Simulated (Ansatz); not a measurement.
Geometry optimisation in Ansatz: input, command and trajectory.

```yaml
crystal:
  lattice:
    - [4.0365443782, 0.0, 0.0]
    - [-2.0182721891, 3.495749975, 0.0]
    - [0.0, 0.0, 6.661679926]
  atoms:
    - { symbol: Ge, position: [0.6666666667, 0.3333333333, 0.0629118564] }
    - { symbol: Ge, position: [0.3333333333, 0.6666666667, 0.5629118564] }
    - { symbol: Ge, position: [0.6666666667, 0.3333333333, 0.4370881436] }
    - { symbol: Ge, position: [0.3333333333, 0.6666666667, 0.9370881436] }
basis:
  ecutwfc: 420
kpoints:
  mp_grid: { grid: [12, 12, 6] }
hamiltonian:
  xc: pbesol
scf:
  occupations: { method: gaussian, width: 0.1 }
output:
  forces: true
  stress: true
  eigenvalues: true
relax:
  adjacent_minimum: "off"
  f_tol: 0.01
  max_steps: 30
  cell: { stress_tol: 0.1, fix: [volume] }
```

```bash
ansatz run input.yaml --threads 1 --pin off --max-ram 2560MiB --backend cpu --events-out ev --progress --plain --runs-dir out
```

Method: DFT PBEsol, scalar-relativistic, plane waves, PAW (Ansatz).

The volume is held at 1.03 times that of the relaxed cell.

Of 3 frames 3 are shown, positions in Å and forces in eV/Å; the SCF threshold varies from step to step. Steps run on the plane waves of an earlier cell, with a Pulay correction in the pressure. The basis is chosen afresh for the last frame, the zero of the energies, and at times for earlier ones too; energy and pressure step there, also at an unchanged geometry.

```xyz
4
Lattice="4.0365 0.0000 0.0000 -2.0183 3.4958 0.0000 0.0000 0.0000 6.6617" Properties=species:S:1:pos:R:3:forces:R:3 pbc="T T T" step=1 free_energy_over_end_meV_per_atom=0.00 pressure_GPa=-1.87
Ge    2.0183    1.1652    0.4191    0.0000    0.0000   -0.0142
Ge    0.0000    2.3305    3.7499    0.0000    0.0000   -0.0142
Ge    2.0183    1.1652    2.9117    0.0000    0.0000    0.0142
Ge    0.0000    2.3305    6.2426    0.0000    0.0000    0.0142
4
Lattice="4.0390 0.0000 0.0000 -2.0195 3.4979 0.0000 0.0000 0.0000 6.6536" Properties=species:S:1:pos:R:3:forces:R:3 pbc="T T T" step=2 free_energy_over_end_meV_per_atom=0.00 pressure_GPa=-1.87
Ge    2.0195    1.1660    0.4168    0.0000    0.0000    0.0089
Ge    0.0000    2.3319    3.7436    0.0000    0.0000    0.0089
Ge    2.0195    1.1660    2.9100    0.0000    0.0000   -0.0089
Ge    0.0000    2.3319    6.2369    0.0000    0.0000   -0.0089
4
Lattice="4.0390 0.0000 0.0000 -2.0195 3.4979 0.0000 0.0000 0.0000 6.6536" Properties=species:S:1:pos:R:3:forces:R:3 pbc="T T T" step=3 free_energy_over_end_meV_per_atom=0.00 pressure_GPa=-1.87
Ge    2.0195    1.1660    0.4168    0.0000    0.0000    0.0089
Ge    0.0000    2.3319    3.7436    0.0000    0.0000    0.0089
Ge    2.0195    1.1660    2.9100    0.0000    0.0000   -0.0089
Ge    0.0000    2.3319    6.2369    0.0000    0.0000   -0.0089
```

Time: 38 s on 1 thread of Arm Neoverse V1 (shared host), peak memory 0.45 GiB.